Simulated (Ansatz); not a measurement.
# How the conductance of CoSi2/Si/NiSi2 changes with thickness, part 3 of 3

Aim: the conductance of CoSi2/Si/NiSi2 junctions as the barrier thickens. The lower electrode is CoSi2 fluorite(111) turned by 180 degrees (type B), the upper one NiSi2 fluorite(111) turned by 180 degrees (type B); the barrier is Si diamond(111) (whole bilayers). In the first transport cell, after relaxation, the nearest pair of electrode and barrier is Si–Si at 2.38 Å, along the normal, at the lower face and Si–Si at 2.37 Å, along the normal, at the upper one. All share a net of side 3.79 Å, which strains the lower electrode by +0.0 %, the upper one by -1.3 % and the barrier by -2.0 %, against typed lattice constants near PBE's. The first steps treat the bulk electrodes alone.

Ansatz 0.2.0; PBE DFT, plane waves, PAW files (the session's first sound run).

So far, transmission at the Fermi level (a spin, zone mean): step 5 (the open system: T(E)) 0.0839; step 6 (55 atoms, atomic planes in the barrier 4, gap between the …) 0.123. Also channels of the lower lead: step 5 1.27.

**7. Conductance, 57 atoms**

System of this step: CoSi2/Si/NiSi2. The cell holds 57 atoms: 9 Co, 40 Si and 8 Ni. Its edges and angles: a = 3.790 Å, b = 3.790 Å, c = 77.164 Å, α = 90.0°, β = 90.0°, γ = 120.0°. Regions: left electrode, 26 atoms (9 Co and 17 Si); barrier, 6 atoms (6 Si); right electrode, 25 atoms (17 Si and 8 Ni). Vacuum lies along c.

Barrier layers are added or taken out in the middle, and the relaxed faces stay.

input.yaml

```yaml
crystal:
  lattice:
    - [3.79, 0.0, 0.0]
    - [-1.895, 3.2822362803, 0.0]
    - [0.0, 0.0, 77.1644332476]
  atoms:
    - { symbol: Co, position: [0.33333333, 0.66666667, 0.0907153685] }
    - { symbol: Si, position: [0.0, 0.0, 0.1007073115] }
    - { symbol: Si, position: [0.33333333, 0.66666667, 0.120789012] }
    - { symbol: Co, position: [0.0, 0.0, 0.1307809549] }
    - { symbol: Si, position: [0.66666667, 0.33333333, 0.1407728978] }
    - { symbol: Si, position: [0.0, 0.0, 0.1608545983] }
    - { symbol: Co, position: [0.66666667, 0.33333333, 0.1708465413] }
    - { symbol: Si, position: [0.33333333, 0.66666667, 0.1808384842] }
[... 45 atom lines left out ...]
    - { symbol: Si, position: [0.0, 0.0, 0.8679202313] }
    - { symbol: Ni, position: [0.66666667, 0.33333333, 0.8786003639] }
    - { symbol: Si, position: [0.33333333, 0.66666667, 0.8892804964] }
    - { symbol: Si, position: [0.66666667, 0.33333333, 0.9092846315] }
kpoints:
  mp_grid: { grid: [8, 8, 1] }
scf:
  occupations: { method: fermi_dirac, width: 0.1 }
  max_iter: 150
hamiltonian:
  xc: pbe
output:
  transmission:
    kmesh: [24, 24]
    e_range: [-0.26, 0.27]
    de: 0.0375
    leads: [[11, 14], [43, 46]]
```

On the command line:

```console
$ ansatz run input.yaml --threads 8 --pin off --max-ram 24576MiB --backend cpu --events-out ev --progress --plain --runs-dir out
```

Elapsed: 3.8 min, on 8 threads of Arm Neoverse V2, shared host; peak memory 9.3 GiB.

This step gave:

```yaml
free_energy: -118301.9113 eV
fermi_energy: 8.902 eV
transmission_at_the_fermi_level_a_spin_zone_mean: 0.07178
channels_of_the_upper_lead: 1.050
potential_step_in_the_lower_lead: 6 meV
potential_step_in_the_upper_lead: 4.7 meV
junction_conductance: 4.80e13 S/m²
error_estimates_by_source_in_the_log_s_order: 0.8, 0.7, 17.1, 6.7, 0.6 %
resistance_area_product_beyond_the_leads: 0.01946 Ω um²
```

One spin. Table of transmission, zone mean by energy, zero at the Fermi level:

```
energy (eV)  transmission, zone mean
     -0.260                   0.0672
     -0.223                   0.0935
     -0.185                   0.0742
     -0.147                   0.0768
     -0.110                   0.0812
     -0.072                   0.0795
     -0.035                   0.0778
      0.003                   0.0718
      0.040                   0.0802
      0.077                   0.0813
      0.115                   0.0785
      0.152                   0.0746
      0.190                   0.0706
      0.228                   0.0722
      0.265                   0.0679
```

One spin. Table of open channels, zone mean by energy, zero at the Fermi level:

```
energy (eV)  lower lead  upper lead
     -0.260        1.54       0.821
     -0.223        1.54       0.832
     -0.185        1.49       0.852
     -0.147        1.44       0.925
     -0.110        1.40       0.998
     -0.072        1.38        1.01
     -0.035        1.32        1.11
      0.003        1.29        1.05
      0.040        1.26        1.07
      0.077        1.21        1.13
      0.115        1.21        1.13
      0.152        1.20        1.25
      0.190        1.16        1.27
      0.228        1.14        1.31
      0.265        1.09        1.33
```

Transmission over k1 and k2. At 0.0025 eV from the Fermi level.

Ten even steps from '0' (0.000) to '9' (0.700):
```
000000000000000000000000
000000000000000000000000
000000000000000000000000
000000100010000000000000
000001100001100000000000
000011111311111000000000
000000133003310000000000
000000133444331000000000
000000304377340300000000
000010104798974010100000
000001134781187431100000
000001133391019333110000
000000113478118743110000
000000101047989740101000
000000000304377340300000
000000000013344433100000
000000000001330033100000
000000000011111311111000
000000000000110000110000
000000000000001000100000
000000000000000000000000
000000000000000000000000
000000000000000000000000
000000000000000000000000
```
Columns: k1 (b1) from -0.5 to 0.458; rows upwards: k2 (b2) from -0.5 to 0.458.

G = 4.8e13 S/m² (1/G = 0.0208 Ω µm²), 0.59 times the step before of this kind. The largest error estimate is 17 %, from the mesh across the current. In the worse lead the potential repeats within 6 meV, which the program lets pass, though it still puts 6.7 % of error on the junction's conductance through them.

**8. Conductance, atomic planes in the barrier 8, gap between the electrodes 15.15 Å**

System of this step: CoSi2/Si/NiSi2. The cell holds 59 atoms: 9 Co, 42 Si and 8 Ni. Its edges and angles: a = 3.790 Å, b = 3.790 Å, c = 80.360 Å, α = 90.0°, β = 90.0°, γ = 120.0°. Regions: left electrode, 26 atoms (9 Co and 17 Si); barrier, 8 atoms (8 Si); right electrode, 25 atoms (17 Si and 8 Ni). Vacuum lies along c.

input.yaml

```yaml
crystal:
  lattice:
    - [3.79, 0.0, 0.0]
    - [-1.895, 3.2822362803, 0.0]
    - [0.0, 0.0, 80.3597908698]
  atoms:
    - { symbol: Co, position: [0.33333333, 0.66666667, 0.0871082406] }
    - { symbol: Si, position: [0.0, 0.0, 0.0967028725] }
    - { symbol: Si, position: [0.33333333, 0.66666667, 0.1159860616] }
    - { symbol: Co, position: [0.0, 0.0, 0.1255806935] }
    - { symbol: Si, position: [0.66666667, 0.33333333, 0.1351753254] }
    - { symbol: Si, position: [0.0, 0.0, 0.1544585144] }
    - { symbol: Co, position: [0.66666667, 0.33333333, 0.1640531463] }
    - { symbol: Si, position: [0.33333333, 0.66666667, 0.1736477782] }
[... 47 atom lines left out ...]
    - { symbol: Si, position: [0.33333333, 0.66666667, 0.8731721377] }
    - { symbol: Ni, position: [0.0, 0.0, 0.8834275946] }
    - { symbol: Si, position: [0.66666667, 0.33333333, 0.8936830515] }
    - { symbol: Si, position: [0.0, 0.0, 0.9128917594] }
kpoints:
  mp_grid: { grid: [8, 8, 1] }
scf:
  occupations: { method: fermi_dirac, width: 0.1 }
  max_iter: 150
hamiltonian:
  xc: pbe
output:
  transmission:
    kmesh: [24, 24]
    e_range: [-0.26, 0.27]
    de: 0.0375
    leads: [[11, 14], [45, 48]]
```

Wall time 4 min (8 threads); peak memory 9.8 GiB; 27 min of CPU time.

G = 2.7e13 S/m² (1/G = 0.0374 Ω µm²), 0.56 times the step before of this kind. The largest error estimate is 19 %, from the mesh across the current. In the worse lead the potential repeats within 6 meV, which the program lets pass, though it still puts 7.8 % of error on the junction's conductance through them.

**9. Conductance, atomic planes in the barrier 12, gap between the electrodes 21.54 Å**

System of this step: CoSi2/Si/NiSi2. The cell holds 63 atoms: 9 Co, 46 Si and 8 Ni. Its edges and angles: a = 3.790 Å, b = 3.790 Å, c = 86.751 Å, α = 90.0°, β = 90.0°, γ = 120.0°. Regions: left electrode, 26 atoms (9 Co and 17 Si); barrier, 12 atoms (12 Si); right electrode, 25 atoms (17 Si and 8 Ni). Vacuum lies along c.

input.yaml

```yaml
crystal:
  lattice:
    - [3.79, 0.0, 0.0]
    - [-1.895, 3.2822362803, 0.0]
    - [0.0, 0.0, 86.7505061143]
  atoms:
    - { symbol: Co, position: [0.33333333, 0.66666667, 0.0806911719] }
    - { symbol: Si, position: [0.0, 0.0, 0.0895789888] }
    - { symbol: Si, position: [0.33333333, 0.66666667, 0.1074416285] }
    - { symbol: Co, position: [0.0, 0.0, 0.1163294454] }
    - { symbol: Si, position: [0.66666667, 0.33333333, 0.1252172623] }
    - { symbol: Si, position: [0.0, 0.0, 0.143079902] }
    - { symbol: Co, position: [0.66666667, 0.33333333, 0.1519677189] }
    - { symbol: Si, position: [0.33333333, 0.66666667, 0.1608555358] }
[... 51 atom lines left out ...]
    - { symbol: Si, position: [0.0, 0.0, 0.8825152619] }
    - { symbol: Ni, position: [0.66666667, 0.33333333, 0.8920152223] }
    - { symbol: Si, position: [0.33333333, 0.66666667, 0.9015151827] }
    - { symbol: Si, position: [0.66666667, 0.33333333, 0.9193088281] }
kpoints:
  mp_grid: { grid: [8, 8, 1] }
scf:
  occupations: { method: fermi_dirac, width: 0.1 }
  max_iter: 150
hamiltonian:
  xc: pbe
output:
  transmission:
    kmesh: [24, 24]
    e_range: [-0.26, 0.27]
    de: 0.0375
    leads: [[11, 14], [49, 52]]
```

Elapsed: 4.1 min, on 8 threads; peak memory 11 GiB; 27 min of CPU time.

G = 8.7e12 S/m² (1/G = 0.115 Ω µm²), 0.33 times the step before of this kind. The largest error estimate is 27 %, from the mesh across the current. In the worse lead the potential repeats within 6 meV, which the program lets pass, though it still puts 12 % of error on the junction's conductance through them.

**10. Conductance, atomic planes in the barrier 14, gap between the electrodes 24.74 Å**

System of this step: CoSi2/Si/NiSi2. The cell holds 65 atoms: 9 Co, 48 Si and 8 Ni. Cell: a = 3.790 Å, b = 3.790 Å, c = 89.946 Å, α = 90.0°, β = 90.0°, γ = 120.0°. Regions: left electrode, 26 atoms (9 Co and 17 Si); barrier, 14 atoms (14 Si); right electrode, 25 atoms (17 Si and 8 Ni). Vacuum lies along c.

input.yaml

```yaml
crystal:
  lattice:
    - [3.79, 0.0, 0.0]
    - [-1.895, 3.2822362803, 0.0]
    - [0.0, 0.0, 89.9458637365]
  atoms:
    - { symbol: Co, position: [0.33333333, 0.66666667, 0.0778245904] }
    - { symbol: Si, position: [0.0, 0.0, 0.0863966645] }
    - { symbol: Si, position: [0.33333333, 0.66666667, 0.1036247278] }
    - { symbol: Co, position: [0.0, 0.0, 0.112196802] }
    - { symbol: Si, position: [0.66666667, 0.33333333, 0.1207688762] }
    - { symbol: Si, position: [0.0, 0.0, 0.1379969395] }
    - { symbol: Co, position: [0.66666667, 0.33333333, 0.1465690136] }
    - { symbol: Si, position: [0.33333333, 0.66666667, 0.1551410878] }
[... 53 atom lines left out ...]
    - { symbol: Si, position: [0.33333333, 0.66666667, 0.8866889475] }
    - { symbol: Ni, position: [0.0, 0.0, 0.8958514185] }
    - { symbol: Si, position: [0.66666667, 0.33333333, 0.9050138896] }
    - { symbol: Si, position: [0.0, 0.0, 0.9221754096] }
kpoints:
  mp_grid: { grid: [8, 8, 1] }
scf:
  occupations: { method: fermi_dirac, width: 0.1 }
  max_iter: 150
hamiltonian:
  xc: pbe
output:
  transmission:
    kmesh: [24, 24]
    e_range: [-0.26, 0.27]
    de: 0.0375
    leads: [[11, 14], [51, 54]]
```

Run time: 4.4 min. Hardware: 8 threads; peak memory 12 GiB; 30 min of CPU time.

One spin. The transmission, zone mean by energy, zero at the Fermi level:

```
energy (eV)  transmission, zone mean
     -0.260                   0.0197
     -0.223                   0.0128
     -0.185                   0.0186
     -0.147                  0.00682
     -0.110                  0.00543
     -0.072                  0.00680
     -0.035                  0.00993
      0.003                  0.00671
      0.040                  0.00796
      0.077                  0.00442
      0.115                  0.00338
      0.152                  0.00306
      0.190                  0.00279
      0.228                  0.00268
      0.265                  0.00242
```

G = 5.0e12 S/m² (1/G = 0.199 Ω µm²), 0.58 times the step before of this kind. The largest error estimate is 31 %, from the mesh across the current. In the worse lead the potential repeats within 6.1 meV, which the program lets pass, though it still puts 14 % of error on the junction's conductance through them.

**11. Side by side**

Times are for 8 threads of Arm Neoverse V2, shared host. The runs compared:

```
no.  gap between the electrodes (Å)  junction conductance (S/m²)  resistance-area product beyond the leads (Ω um²)     time  memory (GiB)
  1                            8.76                      8.14e13                                           0.01092  3.2 min           9.1
  2                           11.96                      4.80e13                                           0.01946  3.8 min           9.3
  3                           15.15                      2.68e13                                           0.03599    4 min           9.8
  4                           21.54                      8.72e12                                            0.1133  4.1 min            11
  5                           24.74                      5.03e12                                            0.1976  4.4 min            12
```

The runs together. Transmission, zone mean against energy, zero at the Fermi level:

```
energy (eV)   8.76   11.96   15.15    21.54    24.74
     -0.260  0.123  0.0672  0.0369   0.0339   0.0197
     -0.223  0.140  0.0935  0.0342   0.0161   0.0128
     -0.185  0.139  0.0742  0.0415   0.0160   0.0186
     -0.147  0.136  0.0768  0.0361   0.0115  0.00682
     -0.110  0.130  0.0812  0.0359   0.0101  0.00543
     -0.072  0.128  0.0795  0.0508   0.0121  0.00680
     -0.035  0.138  0.0778  0.0478   0.0172  0.00993
      0.003  0.123  0.0718  0.0408   0.0125  0.00671
      0.040  0.131  0.0802  0.0402   0.0138  0.00796
      0.077  0.142  0.0813  0.0379  0.00877  0.00442
      0.115  0.138  0.0785  0.0356  0.00711  0.00338
      0.152  0.141  0.0746  0.0335  0.00669  0.00306
      0.190  0.137  0.0706  0.0320  0.00630  0.00279
      0.228  0.143  0.0722  0.0326  0.00623  0.00268
      0.265  0.147  0.0679  0.0308  0.00556  0.00242
```

**12. Decay with thickness**

This step: Fit of the logarithm of the conductance against the barrier's thickness, from PBE DFT, plane waves, PAW files (Ansatz 0.2.0).

No new run: the logarithm is fitted against the thickness.

This step gave:

- decay constant of the conductance: 0.18 Å⁻¹
- r.m.s. misfit of ln G: 0.01

From the end points alone, β = ln(8.14e+13 / 5.03e+12) / 15.98 Å = 2.78 / 15.98 Å = 0.17 Å⁻¹.

**13. A check of the settings**

This step: PBE DFT, plane waves, PAW files; ballistic transmission by layer matching between semi-infinite leads; changed: output.transmission.kpoints = null, output.transmission.kmesh = [8, 8, 1] (Ansatz 0.2.0).

System of this step: CoSi2/Si/NiSi2. The cell holds 55 atoms: 9 Co, 38 Si and 8 Ni. Its edges and angles: a = 3.790 Å, b = 3.790 Å, c = 73.969 Å, α = 90.0°, β = 90.0°, γ = 120.0°. Regions: left electrode, 26 atoms (9 Co and 17 Si); barrier, 4 atoms (4 Si); right electrode, 25 atoms (17 Si and 8 Ni). Vacuum lies along c.

This run repeats an earlier one, its twin (the conductance run, 4 atomic planes between the electrodes), with one setting changed (output.transmission.kmesh; files written aside). The setting was drawn as a possible misstep, on purpose. Where the input is shown as a difference, that is against the step before, not the twin.

input.yaml

```yaml
crystal:
  lattice:
    - [3.79, 0.0, 0.0]
    - [-1.895, 3.2822362803, 0.0]
    - [0.0, 0.0, 73.9690756253]
  atoms:
    - { symbol: Co, position: [0.33333333, 0.66666667, 0.0946341419] }
    - { symbol: Si, position: [0.0, 0.0, 0.1050577224] }
    - { symbol: Si, position: [0.33333333, 0.66666667, 0.1260069235] }
    - { symbol: Co, position: [0.0, 0.0, 0.136430504] }
    - { symbol: Si, position: [0.66666667, 0.33333333, 0.1468540845] }
    - { symbol: Si, position: [0.0, 0.0, 0.1678032855] }
    - { symbol: Co, position: [0.66666667, 0.33333333, 0.178226866] }
    - { symbol: Si, position: [0.33333333, 0.66666667, 0.1886504465] }
[... 43 atom lines left out ...]
    - { symbol: Si, position: [0.66666667, 0.33333333, 0.8622145754] }
    - { symbol: Ni, position: [0.33333333, 0.66666667, 0.8733560743] }
    - { symbol: Si, position: [0.0, 0.0, 0.8844975732] }
    - { symbol: Si, position: [0.33333333, 0.66666667, 0.9053658581] }
kpoints:
  mp_grid: { grid: [8, 8, 1] }
scf:
  occupations: { method: fermi_dirac, width: 0.1 }
  max_iter: 150
hamiltonian:
  xc: pbe
output:
  transmission:
    kmesh: [8, 8, 1]
    e_range: [-0.26, 0.27]
    de: 0.0375
    leads: [[11, 14], [41, 44]]
```

Run time: 0.02 s. Hardware: 8 threads; peak memory 0.022 GiB.

The input was rejected at the start.

The program's message: “Error: YAML parse error: error: line 71 column 5: invalid length 3, expected a tuple of size 2”

The change that led to it: output.transmission.kmesh = [8, 8, 1].

**14. Summary of results**

| Item | Value |
| --- | --- |
| 1/G at 8.76 Å gap | 0.0123 Ω um² |
| 1/G at 24.7 Å gap | 0.199 Ω um² |
| decay constant β | 0.18 Å⁻¹ |

In words: A fit of ln G against d gives β = 0.18 Å⁻¹, and step by step the slopes are 0.16, 0.18, 0.18 and 0.17 Å⁻¹. They agree within a fifth, so G falls as one exponential, by a factor of ten every 13 Å. At the Fermi level the layers of the barrier in the wide-window run (6 planes) hold from 0.064 to 0.20 states an eV and atom: none is empty there, through tails of the electrodes' states or through bands of its own. A semilocal functional narrows gaps, which tends to make the decay too slow. The program's largest error estimate on these conductances is 31 %, from the mesh across the current, in the run that gave 5.0e12 S/m². No spin-orbit coupling, phonons, disorder or image charges enter; the interfaces are ordered, one cell wide and lattice-matched by strain. Semilocal gaps are too small, which can bring a band edge of the barrier nearer to the Fermi level than it is.

[Logs are printed without paths, hosts, clocks, repeated set-up lines and the standing remarks that a program may print on its own settings, such as how far it seeks lower states.]

[Hosts, paths, dates, database ids (printed as entryN), source tags and the programs' standing remarks are cut or masked in the printed files.]
